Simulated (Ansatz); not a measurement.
Equation of state of ZnS from a dense series

```
CELL_PARAMETERS angstrom
3.81100 0.00000 0.00000
-1.90550 3.30042 0.00000
0.00000 0.00000 6.23400
ATOMIC_POSITIONS crystal
Zn 0.33333 0.66667 0.00000
Zn 0.66667 0.33333 0.50000
S 0.33333 0.66667 0.38500
S 0.66667 0.33333 0.88500
```

Atom numbers follow the list: Zn1, Zn2, S3, S4.

The cell is COD entry 9008878, as deposited and not checked against the literature; nothing was relaxed. It differs from other determinations.

Theory: Ansatz 0.2.0, DFT, PBEsol, all-electron LAPW, scalar-relativistic.

Numerical set-up: a Γ-centred 8×8×5 k mesh, Fermi–Dirac smearing of 0.03 eV, basis error target 1 meV/atom, no spin polarisation.

The cell is scaled evenly. Fractional coordinates are held (clamped ions).

| V (Å³/atom) | P (GPa) |
| --- | --- |
| 18.427 | 3.88 |
| 19.211 | 0.25 |
| 19.407 | -0.54 |
| 19.603 | -1.28 |
| 19.799 | -1.99 |
| 19.995 | -2.65 |
| 20.387 | -3.88 |
| 20.779 | -4.98 |

Fit a third-order Birch–Murnaghan curve to the pressures.

P = (3B0/2)(y^(7/2) − y^(5/2))[1 + (3/4)(B0′ − 4)(y − 1)] with y = (V0/V)^(2/3) fits within 0.01 GPa for V0 = 19.272 Å³/atom, B0 = 78.2 GPa and B0′ = 4.48.

Predict the pressure at the withheld volume, 18.819 Å³/atom.

There y = 1.0160, so the fit gives 1.96 GPa; the run gave 1.97 GPa.
